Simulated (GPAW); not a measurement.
AlN, 2 atoms in the cell. The structure is cubic, space group F-43m (No. 216). The conventional cell has a = 4.309 Å, b = 4.309 Å, c = 4.309 Å, α = 90.00°, β = 90.00°, γ = 90.00°. Al (site symmetry -43m) is surrounded by 4 N at 1.87 Å. N (site symmetry -43m) has 4 Al at 1.87 Å as nearest neighbours. Measurements of this composition are mostly on another form, of space group No. 186. The cell isn't the ideal one: volume scaled by 0.96.

* Program: GPAW 26.7.0
* Task: optical spectrum by the Bethe-Salpeter equation
* Functional: PBE
* Potentials or basis: GPAW PAW data sets (gpaw-data 1.2.1)
* Cutoff: 600 eV
* Basis: pw
* k mesh: 9 × 9 × 9
* Occupations: fermi-dirac, width 0.001 eV
* Spin: no spin polarisation
* Valence bands: 4
* Conduction bands: 2
* Integrate gamma: WS
* Bse mode: BSE
* Direction: 0
* Response ecut: 30 eV
* Maxiter: 150
* Response k mesh: 6 × 6 × 6
* Scissors: 1.75 eV
* Scissors from: G0W0 less DFT direct gap, same cell and functional
* Eta: 0.1 eV
* Response bands: 44

Potentials or basis: GPAW PAW data sets (gpaw-data 1.2.1), pw.

The run is started by

```sh
$ OMP_NUM_THREADS=1 python run.py
```

Hardware: 1 thread of AMD EPYC 9R45 96-Core Processor (Zen 5), with other jobs on the host.

Estimate the wall time of this run.

Wall time 2.6 min on 1 thread of AMD EPYC 9R45 96-Core Processor (Zen 5), on a shared host, peak memory 0.41 GiB. Counts: scf iterations 25, plane waves 680, bands 11, k points 35.
